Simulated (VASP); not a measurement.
BaTe: single point with PBE

The system is BaTe.

```xyz
2
Lattice="0.0000 3.4100 3.4100 3.4100 0.0000 3.4100 3.4100 3.4100 0.0000" Properties=species:S:1:pos:R:3 pbc="T T T"
Ba    0.0000    0.0000    0.0000
Te    3.4100    3.4100    3.4100
```

```yaml
Program: VASP 6.6.1
Task: single point
Functional: PBE
Potentials_or_basis: VASP PAW PBE potentials, release 64 (Ba_sv_GW, Te_GW)
Cutoff: 500 eV
k_mesh: 4 × 4 × 4
Occupations: gaussian, width 0.02 eV
Spin: no spin polarisation
```

The pressure is 3.9 GPa and the band gap on the k mesh is 1.41 eV, indirect (least direct gap 1.76 eV).

Levels at points of the mesh, in eV from the valence-band top:
| k point | band 6 | band 7 | band 8 | band 9 | band 10 | band 11 |
| --- | --- | --- | --- | --- | --- | --- |
| (0.00, 0.00, 0.00) | 0.00 | 0.00 | 0.00 | 2.95 | 2.95 | 2.95 |
| (0.50, 0.00, 0.00) | -2.39 | -1.22 | -1.22 | 4.22 | 5.03 | 5.14 |
| (0.50, 0.50, 0.00) | -1.07 | -0.34 | -0.34 | 1.41 | 4.64 | 5.08 |

Wall time 17 s on 1 thread of Intel(R) Xeon(R) Platinum 8488C (Sapphire Rapids), on a shared host, peak memory 0.2 GiB.

Caveat: spin-orbit coupling is left out, which moves the levels of the heavy elements. PBE gaps usually lie below the measured ones, often by a third to a half.
